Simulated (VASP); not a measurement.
# Ge (Fd-3m) in VASP: phonons with LDA

Aim: the phonons of Ge with LDA.

Everything below comes from runs of VASP 6.6.1. Logs are shortened: lines on timing, memory, paths and dates and some standing lists are left out, and cuts for length are marked.

## Step 1: The crystal as given

The structure is cubic, space group Fd-3m (No. 227). The conventional cell has a = 5.658 Å, b = 5.658 Å, c = 5.658 Å, α = 90.00°, β = 90.00°, γ = 90.00°. Ge (site symmetry -43m) is surrounded by 4 Ge at 2.45 Å.

The cell was built by a generator and needn't be a form met in nature.

## Step 2: Phonons, LDA

The input, POSCAR:

```
Ge
1.0
    0.0000000000      2.8290000000      2.8290000000
    2.8290000000      0.0000000000      2.8290000000
    2.8290000000      2.8290000000      0.0000000000
Ge
2
Direct
    0.0000000000      0.0000000000      0.0000000000
    0.2500000000      0.2500000000      0.2500000000
```

The input, INCAR.step1:

```
PREC = Accurate
ENCUT = 600
EDIFF = 1E-8
ISMEAR = -1
SIGMA = 0.03
LREAL = F
LASPH = T
NELM = 60
ALGO = Fast
ISIF = 2
LWAVE = F
LCHARG = F
GGA = CA
NELECT = 27.98642
KPAR = 2
IBRION = 2
NSW = 40
EDIFFG = -0.002
```

The input, INCAR.step2:

```
PREC = Accurate
ENCUT = 600
EDIFF = 1E-8
ISMEAR = -1
SIGMA = 0.03
LREAL = F
LASPH = T
NELM = 60
ALGO = Fast
ISIF = 2
LWAVE = F
LCHARG = F
GGA = CA
NELECT = 27.98642
KPAR = 2
IBRION = 8
NSW = 1
```

The input, KPOINTS:

```
regular mesh
0
Gamma
  24 24 24
```

Potentials or basis: VASP PAW LDA potentials, release 64 (Ge_d).

Run with:

```bash
$ cat potpaw_LDA.64/Ge_d/POTCAR > POTCAR
$ cp INCAR.step1 INCAR
$ mpirun -np 2 vasp_std > vasp.out
$ cp CONTCAR POSCAR
$ cp INCAR.step2 INCAR
$ mpirun -np 2 vasp_std > vasp.out
```

OUTCAR:

```text
PREC = Accurate
   ENCUT = 600
   EDIFF = 1E-8
   ISMEAR = -1
   LREAL = F
   LASPH = T
   NELM = 60
   ISIF = 2
   GGA = CA
   NELECT = 27.98642
   IBRION = 8
   NSW = 1

 ion  position               nearest neighbor table
   1  0.000  0.000  0.000-   2 2.45   2 2.45   2 2.45   2 2.45
   2  0.250  0.250  0.250-   1 2.45   1 2.45   1 2.45   1 2.45

  LATTYP: Found a face centered cubic cell.
 ALAT       =     5.6580000000

  Lattice vectors:

 A1 = (   0.0000000000,   2.8290000000,   2.8290000000)
 A2 = (   2.8290000000,   0.0000000000,   2.8290000000)
 A3 = (   2.8290000000,   2.8290000000,   0.0000000000)

Analysis of symmetry for initial positions (statically):
=====================================================================
 Subroutine PRICEL returns:
 Original cell was already a primitive cell.

 Routine SETGRP: Setting up the symmetry group for a
 face centered cubic supercell.

 Subroutine GETGRP returns: Found 48 space group operations
 (whereof 24 operations were pure point group operations)
 out of a pool of 48 trial point group operations.

The static configuration has the point symmetry T_d .
 The point group associated with its full space group is O_h .

Analysis of symmetry for dynamics (positions and initial velocities):
=====================================================================
 Subroutine PRICEL returns:
 Original cell was already a primitive cell.

 Routine SETGRP: Setting up the symmetry group for a
 face centered cubic supercell.

 Subroutine GETGRP returns: Found 48 space group operations
 (whereof 24 operations were pure point group operations)
 out of a pool of 48 trial point group operations.

The dynamic configuration has the point symmetry T_d .
[... 668 lines left out ...]
  --------------------------------------------------------------------------------------
  -------------------------------------------------------------------------------------
  Total       -0.4614305     -0.4614305     -0.4614305      0.0000000     -0.0000000     -0.0000000
  in kB      -16.3263087    -16.3263087    -16.3263087      0.0000000     -0.0000000     -0.0000000
  external PRESSURE =     -16.3263087 kB  Pullay stress =       0.0000000 kB

 VOLUME and BASIS-vectors are now :
 -----------------------------------------------------------------------------
  energy-cutoff  :      600.00
  volume of cell :       45.28
      direct lattice vectors                 reciprocal lattice vectors
     0.000000000  2.829000000  2.829000000    -0.176740898  0.176740898  0.176740898
     2.829000000  0.000000000  2.829000000     0.176740898 -0.176740898  0.176740898
     2.829000000  2.829000000  0.000000000     0.176740898  0.176740898 -0.176740898

 POSITION                                       TOTAL-FORCE (eV/Angst)
 -----------------------------------------------------------------------------------
      0.00000      0.00000      0.00000        -0.000000     -0.000000     -0.000000
      1.41450      1.41450      1.41450         0.000000      0.000000      0.000000
 -----------------------------------------------------------------------------------
    total drift:                               -0.000000      0.000000      0.000000

  FREE ENERGIE OF THE ION-ELECTRON SYSTEM (eV)
  ---------------------------------------------------
  free  energy   TOTEN  =       -10.4525449425 eV

  energy  without entropy=      -10.4522540879  energy(sigma->0) =      -10.45239952

[... ionic steps 2 to 3 ...]

--------------------------------------- Ionic step        4  -------------------------------------------

 Free energy of the ion-electron system (eV)
  ---------------------------------------------------
  ---------------------------------------------------
  free energy    TOTEN  =        -0.19577167 eV

  energy without entropy =       -0.19577167

------------------------ aborting loop because EDIFF is reached ----------------------------------------

 INTERNAL STRAIN TENSOR  FOR ION    1  DIRECTION 1   (eV/Angst):
 -----------------------------------------------------------------------------
    -0.00289 -0.00000  0.00000
     0.00000  0.00199  7.71282
    -0.00000  7.71282  0.00199

 INTERNAL STRAIN TENSOR FOR ION    2 for displacements in x,y,z  (eV/Angst):
          X           Y           Z          XY          YZ          ZX
  --------------------------------------------------------------------------------
  x    -0.00000    -0.00000    -0.00000     0.00000    -7.71282    -0.00000
  y    -0.00000     0.00000    -0.00000     0.00000    -0.00000    -7.71282
  z    -0.00000    -0.00000    -0.00000    -7.71282    -0.00000     0.00000

 SECOND DERIVATIVES (NOT SYMMETRIZED)
 ------------------------------------
               1X          1Y          1Z          2X          2Y          2Z
  1X   -10.311745    0.000000    0.000000   10.311745    0.000000    0.000000
  1Y     0.000000  -10.311745    0.000000    0.000000   10.311745    0.000000
  1Z     0.000000    0.000000  -10.311745    0.000000    0.000000   10.311745
  2X    10.311745    0.000000    0.000000  -10.311745    0.000000    0.000000
  2Y     0.000000   10.311745    0.000000    0.000000  -10.311745    0.000000
  2Z     0.000000    0.000000   10.311745    0.000000    0.000000  -10.311745

 Eigenvectors and eigenvalues of the dynamical matrix
 ----------------------------------------------------

   1 f  =    8.331699 THz    52.349611 2PiTHz  277.915575 cm-1    34.457124 meV
             X         Y         Z           dx          dy          dz
      0.000000  0.000000  0.000000     0.000000   -0.707107    0.000000
      1.414500  1.414500  1.414500     0.000000    0.707107    0.000000
[... 21 lines left out ...]
   6 f  =    0.000000 THz     0.000000 2PiTHz    0.000000 cm-1     0.000000 meV
             X         Y         Z           dx          dy          dz
      0.000000  0.000000  0.000000     0.000000    0.000000    0.707107
      1.414500  1.414500  1.414500     0.000000    0.000000    0.707107

--------------------------------------------------------------------------------------------------------

 ELASTIC MODULI CONTR FROM IONIC RELAXATION (kBar)
 Direction    XX          YY          ZZ          XY          YZ          ZX
 --------------------------------------------------------------------------------
 XX          -0.0000     -0.0000     -0.0000     -0.0000     -0.0000     -0.0000
 YY          -0.0000     -0.0000     -0.0000     -0.0000     -0.0000      0.0000
 ZZ          -0.0000     -0.0000     -0.0000     -0.0000     -0.0000     -0.0000
 XY          -0.0000     -0.0000     -0.0000   -204.1157      0.0000      0.0000
 YZ          -0.0000     -0.0000     -0.0000      0.0000   -204.1157     -0.0000
 ZX          -0.0000      0.0000     -0.0000      0.0000     -0.0000   -204.1157
 --------------------------------------------------------------------------------
```

Run time: 27 min. Hardware: 2 MPI ranks of AMD EPYC 9R45 (Zen 5), shared host; peak memory 3.2 GiB.

What came out:

```
Highest phonon frequency at Γ : 278 cm⁻¹
```

Phonon frequencies in cm⁻¹ (negative: imaginary):
```tsv
q point	frequencies
(0.000, 0.000, 0.000)	0 0 0 278 278 278
```

Caveat: the cell is charged against a uniform background, so pressure and absolute levels hang on convention.
